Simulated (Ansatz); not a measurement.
# ZrN: elastic constants, part 3 of 3

How stiff is the crystal, and how unevenly? Runs: cell and atoms relaxed (PAW); reference run (PAW and LAPW); strain amplitude 0.0002 (PAW).

Ansatz 0.2.0; DFT LDA. Earlier steps stand in the parts before.

### Step 5. Reference run, LAPW

The COD entry's cell or inner coordinates are ideal or old and differ from later refinements, so a difference from it is no clean test against experiment.

Input file input.yaml:

```yaml
crystal:
  lattice:
    - [0.0, 2.26242774501, 2.26242774501]
    - [2.26242774501, 0.0, 2.26242774501]
    - [2.26242774501, 2.26242774501, 0.0]
  atoms:
    - { symbol: Zr, position: [0.5, 0.5, 0.5] }
    - { symbol: "N", position: [0.0, 0.0, 0.0] }
kpoints:
  mp_grid: { grid: [16, 16, 16] }
scf:
  occupations: { method: fermi_dirac, width: 0.1 }
hamiltonian:
  xc: lda
  pseudopotentials: { kind: all_electron, lapw: { basis_error: 0.001 } }
elastic:
  mode: relaxed_ion
  stencil: four_point
  amplitude: 0.005
```

Launch:

```sh
> ansatz run input.yaml --threads 1 --pin off --max-ram 2560MiB --backend cpu --events-out ev --progress --plain --runs-dir out
```

What it wrote:

```text
LAPW: plane waves up to 8.957 Å⁻¹, error target 1.0e-3 eV per atom; small_component_spin mean_spin; N in spheres of 1.012 Å, 7 of its electrons in bands, Dirac shells []; Zr in spheres of 1.183 Å, 30 of its electrons in bands, Dirac shells [] (how accurate: hamiltonian.pseudopotentials.lapw.basis_error, Limitations)
Engine: ansatz 0.2.0
Pseudopotentials: kind: all_electron
Pseudopotential: Zr, LAPW, valence charge 30, lapw/all_electron/scalar/gaussian/Zr, Koelling and Harmon's equation, gaussian nucleus
Pseudopotential: N, LAPW, valence charge 7, lapw/all_electron/scalar/gaussian/N, Koelling and Harmon's equation, gaussian nucleus
Functional definition: SPW92
  exchange = slater_x
  correlation = pw_c
Crystal: 2 atoms, lattice volume = 23.161 Å³
Basis set: ecut = 305.67075308186674 eV, 283 PW (Γ), exchange–correlation at level 2
Bands: 23, of which v1, the nominal top of the filled ones, is band 19 counted from 1 (18 counted from 0)
Symmetry: 48 space group operations
Space group: Fm-3m (ITA 225), of the structure as read, at distance tolerance 2.9e-5 Å
k-points: 145 of 4096
Non-local potential: Zr, projectors of the file, none
Non-local potential: N, projectors of the file, none
Initial density: superposition of atomic densities (chi_scale 0.1, normalization cell, long waves kept (reshape's long-wave potential 0.00 eV rms))
Initial wavefunctions: plane waves of lowest kinetic energy (no species holds an atomic orbital)
Functional: x = slater, c = lda
iter 1 solved again at ethr=1.24e-2 eV; its pass at ethr=1.00e-1 eV (dr2=4.60e0 eV) is discarded
SCF iter   1: F=—  HF=-99306.968945 eV  |F-HF|=—  |Δ(HF+E_count)|=         —  Δρ=1.23e-1  dr2=4.60e0  ethr=1.24e-2  ⟨swp⟩=2.0  Hψ=22565  notcnv=0
preconditioner: auto → Kerker (q_TF=auto, 2.950 Å⁻¹)  [metal: Δε(μ)=0.034 eV  Ē_g=19.639 eV  σ=0.100 eV  W_gap=0.09  n_scr=14 (ndim 8)  ℏωp=29.9 eV  f_vac=0.000  D(μ)=0.63/eV (n_scr^D=0)]
iter 2 solved again at ethr=2.11e-4 eV; its pass at ethr=1.24e-2 eV (dr2=7.81e-2 eV) is discarded
SCF iter   2: F=—  HF=-99305.093864 eV  |F-HF|=—  |Δ(HF+E_count)|=    1.88e0  Δρ=2.08e-2  dr2=7.76e-2  ethr=2.11e-4  ⟨swp⟩=2.0  Hψ=16031  notcnv=0
SCF iter   3: F=—  HF=-99305.013590 eV  |F-HF|=—  |Δ(HF+E_count)|=   8.03e-2  Δρ=3.19e-2  dr2=3.42e-1  ethr=2.10e-4  ⟨swp⟩=3.0  Hψ=10694  notcnv=0
SCF iter   4: F=—  HF=-99304.948317 eV  |F-HF|=—  |Δ(HF+E_count)|=   6.53e-2  Δρ=6.78e-3  dr2=6.17e-3  ethr=2.10e-4  ⟨swp⟩=2.9  Hψ=10707  notcnv=0
SCF iter   5: F=—  HF=-99304.938888 eV  |F-HF|=—  |Δ(HF+E_count)|=   9.43e-3  Δρ=1.64e-3  dr2=6.32e-4  ethr=1.67e-5  ⟨swp⟩=2.9  Hψ=10143  notcnv=0
SCF iter   6: F=—  HF=-99304.938206 eV  |F-HF|=—  |Δ(HF+E_count)|=   6.82e-4  Δρ=1.17e-3  dr2=4.87e-4  ethr=1.71e-6  ⟨swp⟩=2.0  Hψ=9687  notcnv=0
SCF iter   7: F=—  HF=-99304.938080 eV  |F-HF|=—  |Δ(HF+E_count)|=   1.26e-4  Δρ=2.09e-4  dr2=1.11e-5  ethr=1.32e-6  ⟨swp⟩=2.0  Hψ=9692  notcnv=0
SCF iter   8: F=—  HF=-99304.938079 eV  |F-HF|=—  |Δ(HF+E_count)|=   1.13e-6  Δρ=5.45e-5  dr2=9.06e-7  ethr=2.99e-8  ⟨swp⟩=2.0  Hψ=9690  notcnv=0
[... 6 lines left out ...]
SCF 1 converged in 14 iterations: F = -99304.938078 eV  dr2 = 1.14e-14
Crystal: 2 atoms, lattice volume = 22.929 Å³
Basis set: ecut = 307.7256921561695 eV, 283 PW (Γ), exchange–correlation at level 2
Symmetry: 16 space group operations
k-points: 349 of 4096
Initial density: handed on by an earlier stage of this run
Initial wavefunctions: plane waves of lowest kinetic energy (no species holds an atomic orbital; no wavefunctions were taken with the density)
[... 2 lines left out ...]
preconditioner: auto → Kerker (q_TF=auto, 2.955 Å⁻¹)  [metal: Δε(μ)=0.029 eV  Ē_g=19.084 eV  σ=0.100 eV  W_gap=0.07  n_scr=14 (ndim 8)  ℏωp=30.0 eV  f_vac=0.000  D(μ)=0.61/eV (n_scr^D=0)]
[... 11 lines left out ...]
SCF 2 converged in 11 iterations: F = -99304.933317 eV  dr2 = 4.39e-15
Crystal: 2 atoms, lattice volume = 23.045 Å³
Basis set: ecut = 306.6939199747171 eV, 283 PW (Γ), exchange–correlation at level 2
[... 2 lines left out ...]
preconditioner: auto → Kerker (q_TF=auto, 2.952 Å⁻¹)  [metal: Δε(μ)=0.013 eV  Ē_g=19.053 eV  σ=0.100 eV  W_gap=0.03  n_scr=14 (ndim 8)  ℏωp=30.0 eV  f_vac=0.000  D(μ)=0.62/eV (n_scr^D=0)]
[... 10 lines left out ...]
SCF 3 converged in 10 iterations: F = -99304.936884 eV  dr2 = 8.16e-14
Crystal: 2 atoms, lattice volume = 23.277 Å³
Basis set: ecut = 304.65607721623417 eV, 283 PW (Γ), exchange–correlation at level 2
[... 2 lines left out ...]
preconditioner: auto → Kerker (q_TF=auto, 2.947 Å⁻¹)  [metal: Δε(μ)=0.008 eV  Ē_g=18.987 eV  σ=0.100 eV  W_gap=0.02  n_scr=14 (ndim 8)  ℏωp=29.8 eV  f_vac=0.000  D(μ)=0.62/eV (n_scr^D=0)]
[... 11 lines left out ...]
SCF 4 converged in 11 iterations: F = -99304.937030 eV  dr2 = 3.12e-15
Crystal: 2 atoms, lattice volume = 23.392 Å³
Basis set: ecut = 303.6497801922065 eV, 283 PW (Γ), exchange–correlation at level 2
[... 2 lines left out ...]
preconditioner: auto → Kerker (q_TF=auto, 2.945 Å⁻¹)  [metal: Δε(μ)=0.010 eV  Ē_g=18.963 eV  σ=0.100 eV  W_gap=0.03  n_scr=14 (ndim 8)  ℏωp=29.7 eV  f_vac=0.000  D(μ)=0.63/eV (n_scr^D=0)]
[... 11 lines left out ...]
SCF 5 converged in 11 iterations: F = -99304.933865 eV  dr2 = 1.51e-14
Crystal: 2 atoms, lattice volume = 23.160 Å³
Basis set: ecut = 305.6758477005562 eV, 283 PW (Γ), exchange–correlation at level 2
Symmetry: 8 space group operations
k-points: 621 of 4096
[... 2 lines left out ...]
preconditioner: auto → Kerker (q_TF=auto, 2.950 Å⁻¹)  [metal: Δε(μ)=0.002 eV  Ē_g=19.019 eV  σ=0.100 eV  W_gap=0.01  n_scr=14 (ndim 8)  ℏωp=29.9 eV  f_vac=0.000  D(μ)=0.62/eV (n_scr^D=0)]
[... 9 lines left out ...]
SCF 6 converged in 9 iterations: F = -99304.937137 eV  dr2 = 2.97e-14
Basis set: ecut = 305.6720267166382 eV, 283 PW (Γ), exchange–correlation at level 2
[... 2 lines left out ...]
preconditioner: auto → Kerker (q_TF=auto, 2.950 Å⁻¹)  [metal: Δε(μ)=0.004 eV  Ē_g=19.020 eV  σ=0.100 eV  W_gap=0.01  n_scr=14 (ndim 8)  ℏωp=29.9 eV  f_vac=0.000  D(μ)=0.62/eV (n_scr^D=0)]
[... 9 lines left out ...]
SCF 7 converged in 9 iterations: F = -99304.937843 eV  dr2 = 6.88e-15
Basis set: ecut = 305.6720267166381 eV, 283 PW (Γ), exchange–correlation at level 2
[... 11 lines left out ...]
SCF 8 converged in 9 iterations: F = -99304.937843 eV  dr2 = 6.78e-15
[... 1 line left out ...]
SCF iter   1: F=—  HF=-99304.937141 eV  |F-HF|=—  |Δ(HF+E_count)|=         —  Δρ=3.14e-4  dr2=1.52e-5  ethr=4.68e-8  ⟨swp⟩=5.1  Hψ=127884  notcnv=0
SCF iter   2: F=—  HF=-99304.937139 eV  |F-HF|=—  |Δ(HF+E_count)|=   2.08e-6  Δρ=1.95e-4  dr2=6.79e-6  ethr=4.12e-8  ⟨swp⟩=2.0  Hψ=41562  notcnv=0
iter 3 solved again at ethr=1.19e-9 eV; its pass at ethr=1.83e-8 eV (dr2=4.42e-7 eV) is discarded
SCF iter   3: F=—  HF=-99304.937138 eV  |F-HF|=—  |Δ(HF+E_count)|=   1.80e-6  Δρ=3.70e-5  dr2=4.43e-7  ethr=1.19e-9  ⟨swp⟩=2.0  Hψ=71118  notcnv=0
SCF iter   4: F=—  HF=-99304.937137 eV  |F-HF|=—  |Δ(HF+E_count)|=   5.11e-8  Δρ=2.61e-5  dr2=1.88e-7  ethr=1.19e-9  ⟨swp⟩=2.9  Hψ=42912  notcnv=0
SCF iter   5: F=—  HF=-99304.937137 eV  |F-HF|=—  |Δ(HF+E_count)|=   1.24e-7  Δρ=7.48e-6  dr2=6.90e-9  ethr=5.07e-10  ⟨swp⟩=2.5  Hψ=42038  notcnv=0
SCF iter   6: F=—  HF=-99304.937137 eV  |F-HF|=—  |Δ(HF+E_count)|=   1.47e-9  Δρ=1.84e-6  dr2=4.10e-10  ethr=1.86e-11  ⟨swp⟩=2.1  Hψ=41631  notcnv=0
SCF iter   7: F=—  HF=-99304.937137 eV  |F-HF|=—  |Δ(HF+E_count)|=  6.40e-10  Δρ=2.78e-7  dr2=9.43e-12  ethr=5.96e-12 (applied; sched 1.11e-12)  ⟨swp⟩=2.0  Hψ=41561  notcnv=0
SCF iter   8: F=—  HF=-99304.937137 eV  |F-HF|=—  |Δ(HF+E_count)|=  3.35e-10  Δρ=1.42e-7  dr2=1.30e-12  ethr=5.96e-12 (applied; sched 1.00e-12)  ⟨swp⟩=2.0  Hψ=41561  notcnv=0
SCF iter   9: F=-99304.937137 eV  HF=-99304.937137 eV  |F-HF|=2.91e-11  |Δ(HF+E_count)|=  1.31e-10  Δρ=2.02e-8  dr2=3.01e-14  ethr=5.96e-12 (applied; sched 1.00e-12)  ⟨swp⟩=2.0  Hψ=41561  notcnv=0
SCF 9 converged in 9 iterations: F = -99304.937137 eV  dr2 = 3.01e-14
SCF converged after 14 iterations
Free energy (F): -99304.938078 eV
Harris-Foulkes:  -99304.938078 eV  (|F-HF|=2.91e-11)
Internal energy: -99304.917802 eV  (E = F + TS)
E sigma→0 (E₀):  -99304.927940 eV
Entropy (-TS):   -0.020276 eV (-10.138 meV/atom)
Fermi energy:    19.924722 eV
--- Per-component energies (eV) ---
  E_band       = -4691.933300
  E_kinetic    = 102486.295922
  E_xc         = -3183.175589
  E_electrostatic = -198608.038135  (all electrons and nuclei)
  E_smearing   = -0.020276  (= −TS)
  E_closure    = 0.000000  (closes the sum)
  E_atoms      = -99283.684314  (free atoms, spherical and without spin; not in F)
  Σ components = -99304.938078   (vs F -99304.938078, Δ=0.00e0)
  Basis errors (estimates in eV, not in F): energy 3.5e-4 per atom: plane waves 3.3e-4 (1.9e-4 summed), levels above the bands 1.6e-19, relativity 1.1e-8, radial functions 1.9e-5, core shells 1.5e-13; eigenvalues (radial functions only) 7.6e-7; not estimated: angular momenta, meshes, grids; target (lapw.basis_error) 1.0e-3; muffin-tin radii N 1.012 Å, Zr 1.183 Å
--- Forces (eV/Å), atoms counted from 1 ---
  atom   1  Zr     0.00000000    -0.00000000     0.00000000
  atom   2  N     -0.00000000     0.00000000    -0.00000000
  max |Σ_I F_I| component: 1.97e-29 eV/Å
--- Stress (GPa, compression-positive) ---
        0.071659       0.000000      -0.000000
        0.000000       0.071659       0.000000
       -0.000000       0.000000       0.071659
  P = ⅓ Tr σ = 0.0717 GPa (0.717 kbar)
--- Band table (eV; the first three rows and the last of 145) ---
  k-point 0: bands = ["-377.9004", "-353.9320", "-291.4942", "-291.4942", "-291.4942", "-149.3117", "-149.3117", "-149.3086", "-149.3086", "-149.3086", "-29.3772", "-7.0013", "-7.0013", "-7.0013", "3.7055", "17.2420", "17.2420", "17.2420", "19.4827", "19.4827", "19.4827", "21.5773", "21.5773"]
  k-point 1: bands = ["-377.9004", "-353.9320", "-291.4942", "-291.4942", "-291.4942", "-149.3117", "-149.3117", "-149.3086", "-149.3086", "-149.3086", "-29.3708", "-7.0601", "-7.0055", "-7.0055", "3.7959", "16.8872", "16.9899", "16.9899", "19.6119", "19.6119", "19.6177", "21.8921", "21.8921"]
  k-point 2: bands = ["-377.9004", "-353.9320", "-291.4942", "-291.4942", "-291.4942", "-149.3117", "-149.3117", "-149.3086", "-149.3086", "-149.3086", "-29.3525", "-7.2235", "-7.0173", "-7.0173", "4.0522", "16.0814", "16.4226", "16.4226", "19.8762", "19.9436", "19.9436", "22.6924", "22.6924"]
  k-point 144: bands = ["-377.9004", "-353.9320", "-291.4942", "-291.4942", "-291.4942", "-149.3117", "-149.3117", "-149.3086", "-149.3086", "-149.3086", "-29.1494", "-7.7570", "-7.7570", "-7.4946", "4.9151", "14.3441", "15.1712", "15.1712", "20.9943", "20.9943", "24.7742", "24.9740", "26.1888"]
--- Elastic constants: 2 strain directions × 4 members + reference (group order 48) ---
  dense FFT box of the reference and of every strained cell: 20×20×20
  strains applied: 11, 23; error gains: componentwise 1.00 (the most a stress slope's error grows in a printed constant), spectral 1.73 (1 for all six strains in a standard setting)
  C = ∂σ_k/∂η_j (tension-positive GPa; Voigt order 11 22 33 23 13 12):
       620.290    114.873    114.873     -0.000     -0.000      0.000
       114.873    620.290    114.873      0.000     -0.000     -0.000
       114.873    114.873    620.290     -0.000     -0.000      0.000
         0.000     -0.000     -0.000    130.135      0.000     -0.000
         0.000     -0.000     -0.000     -0.000    130.135      0.000
         0.000     -0.000      0.000     -0.000     -0.000    130.135
  reference stress σ⁰ (GPa):     -0.072     -0.072     -0.072     -0.000      0.000     -0.000
  no Pulay correction (none for the plane-wave cutoff is built on LAPW): the batch's stresses and constants are at fixed plane waves
  C* (energy form; C + prestress term) asymmetry max|C*_kj − C*_jk| = 8.527e-14 GPa — a small one proves nothing (zero by symmetry where the batch's group is 432, −43m or m−3m); a large one is finite-difference/SCF noise where every solve meets its electron count
  moduli (Voigt/Reuss/Hill, GPa): K = 283.35/283.35/283.35   G = 179.16/161.46/170.31   E = 425.65   ν = 0.250
  mechanically stable: yes (min eigenvalue of sym C = 130.13 GPa)
  where every solve meets its electron count the energy-path curvature estimates C_jj along a normal strain and C_jj − ¼(σ⁰_aa + σ⁰_bb) along a shear (ab), closely only under elastic.basis: deformed
  strain η (Voigt 11):  stress-route row diagonal C_11 = 620.29 GPa, energy-path curvature d²(F+E_count)/dδ²/Ω₀ = 620.29 GPa
    cells at ±δ against ±2δ: C11 620.56 and 621.35 GPa, apart by 0.13 % of the column's largest entry
         δ    σ_11 (GPa)             F (eV)   n_scf  n_hpsi   n_pw
    -1.000e-2      -6.6387      -99304.9333173      11  316694    295   relax 0 steps, max|allowed force component| 4.93e-32 eV/Å
    -5.000e-3      -3.2627      -99304.9368843      10  296569    295   relax 0 steps, max|allowed force component| 8.87e-31 eV/Å
     5.000e-3       2.9429      -99304.9370305      11  320748    295   relax 0 steps, max|allowed force component| 1.68e-30 eV/Å
     1.000e-2       5.7884      -99304.9338651      11  318449    295   relax 0 steps, max|allowed force component| 2.27e-30 eV/Å
  strain η (Voigt 23):  stress-route row diagonal C_44 = 130.13 GPa, energy-path curvature d²(F+E_count)/dδ²/Ω₀ = 130.17 GPa
    cells at ±δ against ±2δ: C44 130.15 and 130.20 GPa, apart by 0.04 % of the column's largest entry
         δ    σ_23 (GPa)             F (eV)   n_scf  n_hpsi   n_pw
    -1.000e-2      -1.3020      -99304.9371373       9  499995    295   relax 0 steps, max|allowed force component| 8.09e-30 eV/Å
    -5.000e-3      -0.6508      -99304.9378432       9  503218    295   relax 0 steps, max|allowed force component| 1.07e-29 eV/Å
     5.000e-3       0.6508      -99304.9378432       9  503440    295   relax 0 steps, max|allowed force component| 8.68e-30 eV/Å
     1.000e-2       1.3020      -99304.9371373       9  500210    295   relax 0 steps, max|allowed force component| 4.73e-30 eV/Å
```

It took 16 min on 1 thread of Arm Neoverse N1, shared host; peak memory 1.3 GiB.

C in GPa (Voigt order xx, yy, zz, yz, xz, xy):

```
620.3 114.9 114.9   0.0   0.0   0.0
114.9 620.3 114.9   0.0   0.0   0.0
114.9 114.9 620.3   0.0   0.0   0.0
  0.0   0.0   0.0 130.1   0.0   0.0
  0.0   0.0   0.0   0.0 130.1   0.0
  0.0   0.0   0.0   0.0   0.0 130.1
```

### Step 6. Strain amplitude 0.0002, PAW

input.yaml, as its differences from that of step 5:

```diff
@@ -14,3 +14,3 @@
   xc: lda
-  pseudopotentials: { kind: all_electron, lapw: { basis_error: 0.001 } }
+  pseudopotentials: { kind: paw }
 elastic:
@@ -18,2 +18,2 @@
   stencil: four_point
-  amplitude: 0.005
+  amplitude: 0.0002
```

Launch:

```sh
> ansatz run input.yaml --threads 1 --pin off --max-ram 2560MiB --backend cpu --events-out ev --progress --plain --runs-dir out
```

What it wrote, shortened:

```text
Warning: elastic: elastic.amplitude = 2e-4 is under 1e-3, the smallest value that the input manual advises. Under elastic.basis: reselect (the default) a strained cell's stress can jump where the strain carries plane waves across the cutoff. Elastic constants are stress differences [...]
[... 4 set-up lines as earlier in the session ...]
[...]
    cells at ±δ against ±2δ: C44 129.78 and 129.97 GPa, apart by 0.15 % of the column's largest entry
         δ    σ_23 (GPa)             F (eV)   n_scf  n_hpsi   n_pw
    -4.000e-4      -0.0520       -4455.3533593       5  118209    469   relax 0 steps, max|allowed force component| 6.85e-29 eV/Å
    -2.000e-4      -0.0260       -4455.3533623       3   94279    469   relax 0 steps, max|allowed force component| 1.15e-28 eV/Å
     2.000e-4       0.0260       -4455.3533623       3   93126    469   relax 0 steps, max|allowed force component| 1.97e-29 eV/Å
     4.000e-4       0.0520       -4455.3533593       3   93571    469   relax 0 steps, max|allowed force component| 2.23e-29 eV/Å
```

It took 88 s on 1 thread of Arm Neoverse N1, shared host; peak memory 0.46 GiB.

These settings are unsound, so nothing is quoted from this run.

### Step 7. Side by side

```
               run    C11    C12    C44      K      G      E  Poisson ratio
 ions relaxed, PAW  620.2  114.9  129.9  283.4  170.2  425.3          0.250
ions relaxed, LAPW  620.3  114.9  130.1  283.3  170.3  425.7          0.250
```

Constants and moduli in GPa; K, G and E are Hill averages.

### Step 8. Summary of results

This closing draws on all 3 parts.

| quantity | value |
| --- | --- |
| C11 (PAW) | 620 GPa |
| C12 (PAW) | 115 GPa |
| C44 (PAW) | 130 GPa |
| bulk, shear and Young's modulus | 283, 170, 425 GPa |
| Debye temperature from sound speeds | 686 K |
| universal anisotropy index | 0.55 |

In words: All eigenvalues are positive, so the crystal is mechanically stable; by PAW K = 283 and G = 170 GPa, K/G = 1.67, on the brittle side of Pugh's rough line at 1.75, which was drawn for metals. Young's modulus runs from 338 to 584 GPa with direction. Cautions: frozen-core PAW files fitted under PBE, their cores solved anew for the functional of the run; responses of metals move with mesh and smearing.
